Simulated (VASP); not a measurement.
# SnSe2 (P-3m1) in VASP: notebook, part 2 of 2

VASP 6.6.1.

### 3 Single point, LDA

INCAR

```
SYSTEM = SnSe2
PREC     = Accurate       ! precision mode
ENCUT    = 900            ! plane-wave cutoff, eV
EDIFF    = 1E-7           ! SCF threshold, eV
ISMEAR   = 0              ! smearing method
SIGMA    = 0.05           ! smearing width, eV
LREAL    = .False.        ! projectors in reciprocal space
LASPH    = .True.         ! aspherical terms in the spheres
NELM     = 100            ! most SCF steps
ALGO     = Normal         ! electronic algorithm
ISIF     = 2              ! what is computed and relaxed
LWAVE    = .False.        ! write WAVECAR
LCHARG   = .False.        ! write CHGCAR
NBANDS   = 20             ! bands
ADDGRID  = .False.
```

KPOINTS

```
regular mesh
0
Gamma
  5 5 3
  0 0 0
```

POSCAR

```
SnSe2
1.0
    3.8110000000      0.0000000000      0.0000000000
   -1.9055000000      3.3004228138      0.0000000000
    0.0000000000      0.0000000000      6.1360000000
Sn Se
1 2
Direct
    0.0000000000      0.0000000000      0.0000000000
    0.6666666667      0.3333333333      0.7510000000
    0.3333333333      0.6666666667      0.2490000000
```

Potentials or basis: VASP PAW LDA potentials, release 64 (Sn_d, Se).

Command:

```bash
$ cat potpaw_LDA.64/Sn_d/POTCAR potpaw_LDA.64/Se/POTCAR > POTCAR
$ mpirun -np 1 vasp_std > vasp.out
```

OUTCAR:

```text
SYSTEM = SnSe2
   PREC = Accurate
   ENCUT = 900
   EDIFF = 1E-7
   ISMEAR = 0
   LREAL = .False.
   LASPH = .True.
   NELM = 100
   ISIF = 2

 Found     12 irreducible k-points:

 Following reciprocal coordinates:
            Coordinates               Weight
  0.000000  0.000000  0.000000      1.000000
  0.200000 -0.000000  0.000000      6.000000
  0.400000 -0.000000  0.000000      6.000000
  0.200000  0.200000  0.000000      6.000000
  0.400000  0.200000  0.000000      6.000000
  0.000000  0.000000  0.333333      2.000000
   k-points           NKPTS =     12   k-points in BZ     NKDIM =     12   number of bands    NBANDS=     20
   number of dos      NEDOS =    301   number of ions     NIONS =      3
   total plane-waves  NPLWV =  96000
   dimension x,y,z NGX =    40 NGY =   40 NGZ =   60
   dimension x,y,z NGXF=    80 NGYF=   80 NGZF=  120
   ions per type =               1   2
   NGX,Y,Z   is equivalent  to a cutoff of  17.45, 17.45, 16.26 a.u.
   NGXF,Y,Z  is equivalent  to a cutoff of  34.90, 34.90, 32.51 a.u.
 SYSTEM =  SnSe2
   PREC   = accura    normal or accurate (medium, high low for compatibility)
   ISTART =      0    job   : 0-new  1-cont  2-samecut
   ICHARG =      2    charge: 1-file 2-atom 10-const
   ISPIN  =      1    spin polarized calculation?
   LNONCOLLINEAR =      F non collinear calculations
   LSORBIT =      F    spin-orbit coupling
   LASPH  =      T    aspherical Exc in radial PAW
   ENCUT  =  900.0 eV  66.15 Ry    8.13 a.u.   9.32  9.32 15.01*2*pi/ulx,y,z
   NELM   =    100;   NELMIN=  2; NELMDL= -5     # of ELM steps
   EDIFF  = 0.1E-06   stopping-criterion for ELM
   LREAL  =      F    real-space projection
   EDIFFG = 0.1E-05   stopping-criterion for IOM
   NSW    =      0    number of steps for IOM
   IBRION =     -1    ionic relax: 0-MD 1-quasi-New 2-CG
   NFREE  =      0    steps in history (QN), initial steepest desc. (CG)
   ISIF   =      2    stress and relaxation
   ISYM   =      2    0-nonsym 1-usesym 2-fastsym
   POTIM  = 0.5000    time-step for ionic-motion
   TEBEG  =    0.0;   TEEND  =   0.0 temperature during run
   PSTRESS=    0.0 pullay stress
   NELECT =      26.0000    total number of electrons
   NUPDOWN=      -1.0000    fix difference up-down
   EMIN   =  10.00;   EMAX   =-10.00  energy-range for DOS
   EFERMI =   0.00;   METHOD = LEGACY
   ISMEAR =     0;   SIGMA  =   0.05  broadening in eV -4-tet -1-fermi 0-gaus
   EFERMI_NEDOS =   21; number of points for ismear=-14 and -15
   IALGO  =     38    algorithm
   IMIX   =      4    mixing-type and parameters
     AMIX     =   0.40;   BMIX     =  1.00
     AMIX_MAG =   1.60;   BMIX_MAG =  1.00
  volume/ion in A,a.u.               =      25.73       173.61
  Fermi-wavevector in a.u.,A,eV,Ry     =   1.139116  2.152617 17.654722  1.297585
  Thomas-Fermi vector in A             =   2.275820
   LORBIT       =      0    0 simple, 1 ext, 2 COOP (PROOUT), +10 PAW based schemes
   GGA     = CA    functional components
   LHFCALC =     F    Hartree Fock is set to
   AEXX    =    0.0000 exact exchange contribution
   IVDW    =     0    specifies the selected vdW correction
   LEPSILON=     F    determine dielectric tensor
   LRPA    =     F    only Hartree local field effects (RPA)
 non-spin polarized calculation
 Gauss-broadening in eV      SIGMA  =   0.05
  energy-cutoff  :      900.00
  volume of cell :       77.18
 maximum number of plane-waves:      4776
 NGX is ok and might be reduce to    40
   NGX = 19   NGY = 19   NGZ = 31

 number of electron      26.0000002 magnetization

 Free energy of the ion-electron system (eV)
  ---------------------------------------------------
  ext. energy  EPLUGINS =         0.00000000
  ---------------------------------------------------
  free energy    TOTEN  =       -13.71593601 eV

  energy without entropy =      -13.71593601  energy(sigma->0) =      -13.71593601

 E-fermi :   4.3852     XC(G=0):  -9.7780

 val. band max:        4.1059683458   @ k =   0.0000   0.0000   0.0000
 cond. band min:       4.7668931823   @ k =   0.0000   0.4000   0.3333
 fundamental gap:      0.6609248365
 Fermi energy:         4.3851924122

 k-point     1 :       0.0000    0.0000    0.0000
  band No.  band energies     occupation
      1     -17.0942      2.00000
      2     -17.0942      2.00000
      3     -17.0532      2.00000
      4     -17.0374      2.00000
      5     -17.0374      2.00000
      6      -9.9353      2.00000
[... 12 lines left out ...]
     19      13.0351      0.00000
     20      13.0351      0.00000

 k-point     2 :       0.2000   -0.0000    0.0000
  band No.  band energies     occupation
      1     -17.1146      2.00000
      2     -17.0831      2.00000
      3     -17.0481      2.00000
      4     -17.0386      2.00000
      5     -17.0327      2.00000
      6      -9.5398      2.00000
[... 12 lines left out ...]
     19      12.1052      0.00000
     20      13.3963      0.00000

 k-point     3 :       0.4000   -0.0000    0.0000
  band No.  band energies     occupation
      1     -17.1508      2.00000
      2     -17.0751      2.00000
      3     -17.0589      2.00000
      4     -17.0181      2.00000
      5     -17.0150      2.00000
      6      -8.5660      2.00000
[... 12 lines left out ...]
     19      13.4798      0.00000
     20      14.1809      0.00000

 k-point     4 :       0.2000    0.2000    0.0000
  band No.  band energies     occupation
      1     -17.1316      2.00000
      2     -17.0866      2.00000
      3     -17.0476      2.00000
      4     -17.0363      2.00000
      5     -17.0160      2.00000
      6      -8.8333      2.00000
[... 12 lines left out ...]
     19      11.0371      0.00000
     20      14.0429      0.00000

 k-point     5 :       0.4000    0.2000    0.0000
  band No.  band energies     occupation
      1     -17.1390      2.00000
      2     -17.0937      2.00000
      3     -17.0486      2.00000
      4     -17.0211      2.00000
      5     -17.0166      2.00000
      6      -8.0521      2.00000
[... 12 lines left out ...]
     19      12.9383      0.00000
     20      13.7054      0.00000

 k-point     6 :       0.0000    0.0000    0.3333
  band No.  band energies     occupation
      1     -17.0942      2.00000
      2     -17.0942      2.00000
      3     -17.0531      2.00000
      4     -17.0375      2.00000
      5     -17.0375      2.00000
      6      -9.8126      2.00000
[... 12 lines left out ...]
     19      12.5657      0.00000
     20      12.5659      0.00000

 [... further k-points ...]

------------------------ aborting loop because EDIFF is reached ----------------------------------------

  FORCE on cell =-STRESS in cart. coord.  units (eV):
  Direction    XX          YY          ZZ          XY          YZ          ZX
  --------------------------------------------------------------------------------------
  -------------------------------------------------------------------------------------
  Total        0.3305681      0.3305681      0.9540195      0.0000000      0.0000000      0.0000000
  in kB        6.8624251      6.8624251     19.8049598      0.0000000      0.0000000      0.0000000
  external PRESSURE =      11.1766033 kB  Pullay stress =       0.0000000 kB

 VOLUME and BASIS-vectors are now :
 -----------------------------------------------------------------------------
  energy-cutoff  :      900.00
  volume of cell :       77.18
      direct lattice vectors                 reciprocal lattice vectors
     3.811000000  0.000000000  0.000000000     0.262398321  0.151495741  0.000000000
    -1.905500000  3.300422814  0.000000000     0.000000000  0.302991482  0.000000000
     0.000000000  0.000000000  6.136000000     0.000000000  0.000000000  0.162972621

 POSITION                                       TOTAL-FORCE (eV/Angst)
 -----------------------------------------------------------------------------------
      0.00000      0.00000      0.00000         0.000000      0.000000      0.000000
      1.90550      1.10014      4.60814         0.000000     -0.000000     -0.456409
     -0.00000      2.20028      1.52786        -0.000000      0.000000      0.456409
 -----------------------------------------------------------------------------------
    total drift:                                0.000000     -0.000000      0.000000

  FREE ENERGIE OF THE ION-ELECTRON SYSTEM (eV)
  ---------------------------------------------------
  free  energy   TOTEN  =       -13.7159360052 eV

  energy  without entropy=      -13.7159360052  energy(sigma->0) =      -13.71593601
```

It took 25 s on 1 thread of Intel Xeon 6975P-C (Granite Rapids), shared host; peak memory 0.24 GiB.

The run converged, but some of its settings lie outside the range that counts as converged, so its numbers aren't taken as properties of the crystal.

What came out:

| Item | Value |
| --- | --- |
| Free energy | -13.7159 eV |
| Pressure | 1.1 GPa |
| Largest force | 0.456 eV/Å |
| Band gap on the k mesh | 0.66 eV, indirect (least direct gap 0.89 eV) |

Caveat: spin-orbit coupling is left out, which moves the levels of the heavy elements; an odd mesh through Γ misses points on the zone boundary, where band edges often lie.

### 4 Single point, LDA

INCAR is that of step 3.

KPOINTS is that of step 3.

POSCAR

```
SnSe2
1.0
    3.8110000000      0.0000000000      0.0000000000
   -1.9055000000      3.3004228138      0.0000000000
    0.0000000000      0.0000000000      6.1360000000
Sn Se
1 2
Direct
    0.0255860000      0.0074750000      0.0043360000
    0.6613810000      0.3516810000      0.7467700000
    0.3595740000      0.6870860000      0.2661230000
```

Potentials or basis: VASP PAW LDA potentials, release 64 (Sn_d, Se).

Command:

```bash
$ cat potpaw_LDA.64/Sn_d/POTCAR potpaw_LDA.64/Se/POTCAR > POTCAR
$ mpirun -np 1 vasp_std > vasp.out
```

OUTCAR:

```text
SYSTEM = SnSe2
   PREC = Accurate
   ENCUT = 900
   EDIFF = 1E-7
   ISMEAR = 0
   LREAL = .False.
   LASPH = .True.
   NELM = 100
   ISIF = 2

 Found     38 irreducible k-points:

 Following reciprocal coordinates:
            Coordinates               Weight
  0.000000  0.000000  0.000000      1.000000
  0.200000 -0.000000  0.000000      2.000000
  0.000000  0.200000  0.000000      2.000000
 -0.200000  0.200000  0.000000      2.000000
  0.400000 -0.000000  0.000000      2.000000
  0.000000  0.400000  0.000000      2.000000
[... 217 lines left out ...]
  FORCE on cell =-STRESS in cart. coord.  units (eV):
  Direction    XX          YY          ZZ          XY          YZ          ZX
  --------------------------------------------------------------------------------------
  -------------------------------------------------------------------------------------
  Total       -0.3633792     -0.3940447     -0.7325647      0.0752283     -0.1030881     -0.5015665
  in kB       -7.5435676     -8.1801675    -15.2076705      1.5617013     -2.1400567    -10.4122644
  external PRESSURE =     -10.3104685 kB  Pullay stress =       0.0000000 kB

 VOLUME and BASIS-vectors are now :
 -----------------------------------------------------------------------------
  energy-cutoff  :      900.00
  volume of cell :       77.18
      direct lattice vectors                 reciprocal lattice vectors
     3.811000000  0.000000000  0.000000000     0.262398321  0.151495741  0.000000000
    -1.905500000  3.300422814  0.000000000     0.000000000  0.302991482  0.000000000
     0.000000000  0.000000000  6.136000000     0.000000000  0.000000000  0.162972621

 POSITION                                       TOTAL-FORCE (eV/Angst)
 -----------------------------------------------------------------------------------
      0.08326      0.02467      0.02661        -0.374300      0.111598      0.273526
      1.85039      1.16070      4.58218         0.388573     -0.023553      0.004217
      0.06109      2.26767      1.63293        -0.014272     -0.088044     -0.277743
 -----------------------------------------------------------------------------------
    total drift:                               -0.000080      0.000094      0.000022

  FREE ENERGIE OF THE ION-ELECTRON SYSTEM (eV)
  ---------------------------------------------------
  free  energy   TOTEN  =       -13.7009614604 eV

  energy  without entropy=      -13.7009614603  energy(sigma->0) =      -13.70096146
```

Run time: 66 s. Hardware: 1 thread of Intel Xeon 6975P-C (Granite Rapids), shared host; peak memory 0.31 GiB.

These settings aren't checked as converged: the numbers below hold their error.

Results:

- Free energy: -13.7010 eV
- Pressure: -1.0 GPa
- Largest force: 0.477 eV/Å
- Band gap on the k mesh: 0.41 eV, indirect (least direct gap 0.86 eV)

Caveat: spin-orbit coupling is left out, which moves the levels of the heavy elements; an odd mesh through Γ misses points on the zone boundary, where band edges often lie.

### 5 Single point, LDA

INCAR: that of step 4 with these lines changed.

```diff
@@ -2,3 +2,3 @@
 PREC     = Accurate       ! precision mode
-ENCUT    = 900            ! plane-wave cutoff, eV
+ENCUT    = 250            ! plane-wave cutoff, eV
 EDIFF    = 1E-7           ! SCF threshold, eV
```

KPOINTS

```
regular mesh
0
Gamma
  10 10 6
  0 0 0
```

POSCAR

```
SnSe2
1.0
    3.8110000000      0.0000000000      0.0000000000
   -1.9055000000      3.3004228138      0.0000000000
    0.0000000000      0.0000000000      6.1360000000
Sn Se
1 2
Direct
    0.0000000000      0.0000000000      0.0000000000
    0.6666666667      0.3333333333      0.7510000000
    0.3333333333      0.6666666667      0.2490000000
```

Command:

```bash
$ cat potpaw_LDA.64/Sn_d/POTCAR potpaw_LDA.64/Se/POTCAR > POTCAR
$ mpirun -np 1 vasp_std > vasp.out
```

It took 13 s on 1 thread of Intel Xeon 6975P-C (Granite Rapids), shared host; peak memory 0.15 GiB.

These settings aren't checked as converged: the numbers below hold their error.

What came out:

- Free energy: -13.7518 eV
- Largest force: 0.512 eV/Å
- Band gap on the k mesh: 0.60 eV, indirect (least direct gap 0.90 eV)

Caveat: the cutoff is under 1.25 times the usual one of these potentials, so pressure, stress and relaxed cells hold a basis-set (Pulay) error; spin-orbit coupling is left out, which moves the levels of the heavy elements.

### 6 For comparison

An earlier run on the cell as given: functional PBEsol; potentials or basis VASP PAW PBE potentials, release 64 (Sn_d, Se); cutoff 520 eV; k mesh 8 × 8 × 5; occupations fermi-dirac, width 0.05 eV; no spin polarisation.

- Pressure: 2.6 GPa
- Largest force: 0.622 eV/Å
- Band gap on the k mesh: 0.73 eV, indirect (least direct gap 1.00 eV)
